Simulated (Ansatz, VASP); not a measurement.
**One calculation of KF, two programs**

```
K F
1.0
     3.25895    0.00000    0.00000
     0.00000    3.25895    0.00000
     0.00000    0.00000    3.25895
K F
1 1
Direct
  0.00000 0.86192 0.86192
  0.50000 0.50000 0.50000
```

Alike in both runs: task single point; functional LDA; k mesh 8 × 8 × 8; occupations gaussian, width 0.05 eV; no spin polarisation.

|  | VASP | Ansatz |
| --- | --- | --- |
| version | VASP 6.6.1 | Ansatz 0.2.0 |
| potentials or method | VASP PAW LDA potentials, release 64 (K_sv, F) | scalar-relativistic, plane waves, PAW |
| plane-wave cutoff (eV) | 520 | 420 |
| valence electrons in the cell | 16 | 16 |

|  | VASP | Ansatz | Ansatz less VASP |
| --- | --- | --- | --- |
| gap on the k mesh at the Fermi level (eV) | 5.95 | 5.97 | +0.015 |
| least direct gap on the mesh (eV) | 6.00 | 6.02 | +0.016 |
| pressure (GPa) | 0.6 | 0.4 | -0.29 |
| largest component of the traceless stress (GPa) | 4.52 | 4.30 | -0.220 |
| rms of the force components (eV/Å) | 0.578 | 0.539 | -0.0393 |

Atom by atom the forces differ by 0.039 eV/Å (rms over components).

Caveats: forces of over 1 eV/Å show positions far from the minimum, so gaps and moduli don't describe the material at rest. A k mesh can miss the band edges.
